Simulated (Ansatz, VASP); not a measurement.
This is a calculation of TaN for VASP 6.6.1.

Contents of INCAR:

```
SYSTEM = TaN
ALGO     = Normal         ! electronic algorithm
EDIFF    = 1E-7           ! SCF threshold, eV
ENCUT    = 520            ! plane-wave cutoff, eV
GGA      = CA             ! functional
ISIF     = 2              ! what is computed and relaxed
ISMEAR   = -1             ! smearing method
LASPH    = .True.         ! aspherical terms in the spheres
LCHARG   = .True.         ! write CHGCAR
LELF     = .True.         ! ELF
LREAL    = .False.        ! projectors in reciprocal space
LVHAR    = .True.       
LWAVE    = .False.        ! write WAVECAR
NBANDS   = 15             ! bands
NELM     = 80             ! most SCF steps
PREC     = Accurate       ! precision mode
SIGMA    = 0.05           ! smearing width, eV
```

KPOINTS

```
k-points
0
Gamma
  10 10 9
  0 0 0
```

The input POSCAR:

```
TaN
1.0
    2.9380000000      0.0000000000      0.0000000000
   -1.4690000000      2.5443826363      0.0000000000
    0.0000000000      0.0000000000      2.8830000000
Ta N
1 1
Direct
    0.0000000000      0.0000000000      0.5000000000
    0.6666666667      0.3333333333      0.0000000000
```

Potentials or basis: VASP PAW LDA potentials, release 64 (Ta_pv, N).

Run with:

```sh
$ cat potpaw_LDA.64/Ta_pv/POTCAR potpaw_LDA.64/N/POTCAR > POTCAR
$ mpirun -np 1 vasp_std > vasp.out
```

Question: Translate it to Ansatz 0.2.0. Potentials there: all-electron LAPW, scalar-relativistic.

Answer: As run (the cutoff follows the program's own potentials):

File input.yaml:

```yaml
crystal:
  lattice:
    - [2.938, 0.0, 0.0]
    - [-1.469, 2.5443826363, 0.0]
    - [0.0, 0.0, 2.883]
  atoms:
    - { symbol: Ta, position: [0.0, 0.0, 0.5] }
    - { symbol: "N", position: [0.6666666667, 0.3333333333, 0.0] }
kpoints:
  mp_grid: { grid: [10, 10, 9] }
scf:
  occupations: { method: fermi_dirac, width: 0.05 }
hamiltonian:
  xc: lda
  pseudopotentials: { kind: all_electron, lapw: { basis_error: 0.001 } }
output:
  forces: true
  stress: true
  eigenvalues: true
```

Potentials or basis: all-electron LAPW, scalar-relativistic.

The run is started by

```console
$ ansatz run input.yaml --threads 1 --pin off --max-ram 3072MiB --backend cpu --events-out ev --progress --plain --runs-dir out
```

Both were run:

|  | VASP | Ansatz | Ansatz less VASP |
| --- | --- | --- | --- |
| gap on the k mesh at the Fermi level (eV) | none | none | - |
| pressure (GPa) | -9.8 | -11.5 | -1.70 |
| largest component of the traceless stress (GPa) | 0.94 | 1.09 | +0.150 |

A gap of «none» marks a metal or a gap that the smearing closes. Ansatz ran all-electron here, so the differences hold the error of VASP's frozen core and of both bases.

Spin-orbit coupling is left out, which matters for the levels of Ta.
